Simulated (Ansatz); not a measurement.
# WS2 under changes of volume

One of the cells (19.619 Å³/atom); the others are scaled copies at fixed shape and fractional positions:

```
W S
1.0
     3.05066    0.00000    0.00000
     0.00000    3.05066    0.00000
     0.00000    0.00000    6.32415
W S
1 2
Direct
  0.00000 0.00000 0.00000
  0.50000 0.50000 0.28432
  0.50000 0.50000 0.71568
```

The cell was built by a generator and needn't be a form met in nature.

```yaml
Program: Ansatz 0.2.0
Functional: PBE
Potentials_or_basis: all-electron LAPW, scalar-relativistic
Cutoff: 216 eV (chosen from the basis error)
Basis_error_allowed: 0.001 eV/atom
k_mesh: 9 × 9 × 4
Occupations: fermi-dirac, width 0.05 eV
Spin: no spin polarisation
```

| volume (Å³/atom) | energy over the lowest point (meV/atom) | pressure (GPa) | largest force (eV/Å) |
| --- | --- | --- | --- |
| 18.442 | 0.00 | -13.4 | 4.317 |
| 18.834 | ? | ? | ? |
| 19.226 | 75.01 | -16.9 | 4.319 |
| 19.619 | 118.43 | -18.4 | 4.313 |
| 20.011 | 165.13 | -19.6 | 4.302 |
| 20.403 | 214.67 | -20.7 | 4.288 |
| 20.796 | 266.66 | -21.6 | 4.271 |

What does the run at 18.834 Å³/atom give?

Energy over the lowest point 35.35 meV/atom; pressure -15.3 GPa; largest force 4.321 eV/Å.

Worked out: A Birch-Murnaghan fit of order 3 (a polynomial in V^(-2/3)) to the other rows has no minimum within the range. It gives 35.33 meV/atom at 18.834 Å³/atom, against the run's 35.35, and -dE/dV = -15.4 GPa, against -15.3.

Energies are extrapolated to zero smearing.

Caveats: forces of over 1 eV/Å show positions far from the minimum, so gaps and moduli don't describe the material at rest.
